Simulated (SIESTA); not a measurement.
# ZnS (Wurtzite-2H) under changes of volume

One of the cells (19.995 Å³/atom); the others are scaled copies at fixed shape and fractional positions:

```
Zn S
1.0
     3.83624    0.00000    0.00000
    -1.91812    3.32228    0.00000
     0.00000    0.00000    6.27529
Zn S
2 2
Cartesian
  1.9181 1.1074 3.1376
  0.0000 2.2149 0.0000
  1.9181 1.1074 5.5536
  0.0000 2.2149 2.4160
```

```yaml
Program: SIESTA 5.4.2
Functional: PBEsol
Potentials_or_basis: PseudoDojo 0.4 standard (PBEsol files)
Basis: DZP (energy shift 0.003 Ry; two zetas on semicore shells)
Grid_cutoff: 800 Ry
Energy_shift: 0.003 Ry
k_mesh: 8 × 8 × 5
Occupations: fermi-dirac, width 0.05 eV
Spin: no spin polarisation
```

| volume (Å³/atom) | energy over the lowest point (meV/atom) | pressure (GPa) | gap on the mesh (eV) | largest force (eV/Å) |
| --- | --- | --- | --- | --- |
| 18.427 | 14.19 | 4.7 | 2.86 | 0.420 |
| 18.819 | 4.73 | 3.0 | 2.73 | 0.394 |
| 19.211 | 0.00 | 1.1 | 2.60 | 0.373 |
| 19.995 | 2.60 | -2.0 | 2.37 | 0.315 |
| 20.387 | 9.09 | -3.3 | 2.25 | 0.297 |
| 20.779 | ? | ? | ? | ? |

**Question.** What does the run at 20.779 Å³/atom give?

**Answer.** Energy over the lowest point 18.54 meV/atom; pressure -4.4 GPa; gap on the mesh 2.15 eV; largest force 0.283 eV/Å.

Worked out: A Birch-Murnaghan fit of order 3 (a polynomial in V^(-2/3)) to the other rows has its minimum at 19.46 Å³/atom with B0 = V·E''(V) = 79 GPa and B' = 4.8 at fixed shape and positions, which overstates the stiffness. It gives 18.52 meV/atom at 20.779 Å³/atom, against the run's 18.54, and -dE/dV = -4.4 GPa, against -4.4. A straight line through the other rows of the gap, of slope -6 eV per unit of ln V (its deformation potential), extrapolates to 2.14 eV, against the run's 2.15.

Energies are extrapolated to zero smearing.

Caveats: short orbitals over semicore shells can move pressures by several GPa; the valence orbitals were made in a potential fitted to the semicore shell under them, which widens gaps by tenths of an eV or more; an odd mesh through Γ misses points on the zone boundary, where band edges often lie; the basis of atomic orbitals isn't converged, which shifts pressures, moduli and gaps.
